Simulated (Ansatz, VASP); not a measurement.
This is a calculation of TaN for VASP 6.6.1.

Contents of INCAR:

```
  ALGO = Normal
  EDIFF = 1E-7
  ENCUT = 520
  GGA = PE
  ISIF = 2
  ISMEAR = -1
  LASPH = T
  LCHARG = T
  LELF = T
  LREAL = F
  LVHAR = T
  LWAVE = F
  NBANDS = 15
  NELM = 60
  PREC = Accurate
  SIGMA = 0.05
```

The input KPOINTS:

```
k-points
0
Gamma
  9 9 9
```

The input POSCAR:

```
TaN
1.0
    0.0000000000      2.4744241805      2.4744241805
    2.4744241805      0.0000000000      2.4744241805
    2.4744241805      2.4744241805      0.0000000000
Ta N
1 1
Direct
    0.0000000000      0.0000000000      0.0000000000
    0.2500000000      0.2500000000      0.2500000000
```

Potentials or basis: VASP PAW PBE potentials, release 64 (Ta_pv, N).

The run is started by

```sh
$ cat potpaw_PBE.64/Ta_pv/POTCAR potpaw_PBE.64/N/POTCAR > POTCAR
$ mpirun -np 1 vasp_std > vasp.out
```

Task: Translate it to Ansatz 0.2.0. Potentials there: Ansatz PAW.

Result: As run (the cutoff follows the program's own potentials):

Contents of input.yaml:

```yaml
crystal:
  lattice:
    - [0.0, 2.4744241805, 2.4744241805]
    - [2.4744241805, 0.0, 2.4744241805]
    - [2.4744241805, 2.4744241805, 0.0]
  atoms:
    - { symbol: Ta, position: [0.0, 0.0, 0.0] }
    - { symbol: "N", position: [0.25, 0.25, 0.25] }
hamiltonian:
  xc: pbe
  pseudopotentials: { kind: paw }
kpoints:
  mp_grid: { grid: [9, 9, 9] }
scf:
  occupations: { method: fermi_dirac, width: 0.05 }
output:
  forces: true
  stress: true
  eigenvalues: true
```

Potentials or basis: Ansatz PAW.

Run with:

```sh
$ ansatz run input.yaml --threads 1 --pin off --max-ram 3584MiB --backend cpu --events-out ev --progress --plain --runs-dir out
```

Both were run:

|  | VASP | Ansatz | Ansatz less VASP |
| --- | --- | --- | --- |
| gap on the k mesh at the Fermi level (eV) | none | none | - |
| pressure (GPa) | -22.5 | -22.8 | -0.26 |

A gap of «none» marks a metal or a gap that the smearing closes. With one functional, cell and mesh, what is left measures potentials, basis and numerics. The two sets of potentials don't hold the same shells in valence.

Caveats: so large a pressure means that the cell lies far from this level's equilibrium, or that cutoff or potentials fall short (VASP); the pressure holds a Pulay correction of +0.3 GPa for the finite cutoff (Ansatz). The runs have no spin-orbit coupling, so splittings on Ta are missing.
